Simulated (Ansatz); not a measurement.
SiO₂ (P6_322) from a database of computed structures, relaxed with r2SCAN. The symmetry is P6_322 (No. 182, hexagonal); conventional cell a = 5.036 Å, c = 8.565 Å, 15.67 Å³ an atom. Around Si lie 4 O at 1.60–1.61 Å; around O lie 2 Si at 1.61 Å; around O lie 2 Si at 1.60 Å.

```xyz
12
Lattice="5.0355 0.0000 0.0000 -2.5178 4.3609 0.0000 0.0000 0.0000 8.5652" Properties=species:S:1:pos:R:3 pbc="T T T"
Si    2.5178    1.4536    8.0259
Si    2.5178    1.4536    4.8219
Si    0.0000    2.9073    0.5393
Si    0.0000    2.9073    3.7433
O    -1.0403    1.8019    0.0000
O     1.0403    1.8019    4.2826
O     2.9549    0.0000    4.2826
O     1.4775    2.5591    0.0000
O    -1.4775    2.5591    4.2826
O     2.5178    1.4536    6.4239
O     0.0000    2.9073    2.1413
O     2.0806    0.0000    0.0000
```

3 runs of Ansatz 0.2.0 on this cell differ in the functional (and in the settings that go with it). Levels are in eV from each run's valence top; v1 is the last filled band, c1 the first empty one.

Run A, mean stress +4.1 GPa (compression positive):

| point | v2 | v1 | c1 | c2 |
| --- | --- | --- | --- | --- |
| Γ | -0.07 | -0.07 | 5.58 | 7.83 |
| M | -0.64 | -0.05 | 7.84 | 8.33 |
| K | -0.80 | -0.16 | 8.60 | 8.60 |
| A | -0.20 | -0.20 | 6.38 | 6.38 |

Run B, mean stress -0.1 GPa (compression positive):

| point | v2 | v1 | c1 | c2 |
| --- | --- | --- | --- | --- |
| Γ | -0.07 | -0.07 | 7.32 | 9.80 |
| M | -0.67 | -0.06 | 9.72 | 10.05 |
| K | -0.85 | -0.17 | 10.50 | 10.50 |
| A | -0.20 | -0.20 | 8.13 | 8.13 |

Run C, mean stress 0.0 GPa (compression positive):

| point | v2 | v1 | c1 | c2 |
| --- | --- | --- | --- | --- |
| Γ | -0.07 | -0.07 | 6.17 | 8.68 |
| M | -0.65 | -0.05 | 8.54 | 8.89 |
| K | -0.81 | -0.17 | 9.31 | 9.31 |
| A | -0.20 | -0.20 | 6.98 | 6.98 |

Problem. Match the runs to PBE, r2SCAN, HSE06.

Solution. A is PBE, B is HSE06, C is r2SCAN. In order of the gap: PBE 5.58, r2SCAN 6.17, HSE06 7.32 eV.

The values are computed, spin-unpolarised, and not measurements.

The stress of a hybrid is loosely converged in these runs.

The meshes of the hybrids are coarse, so their gaps aren't converged to the digits shown.
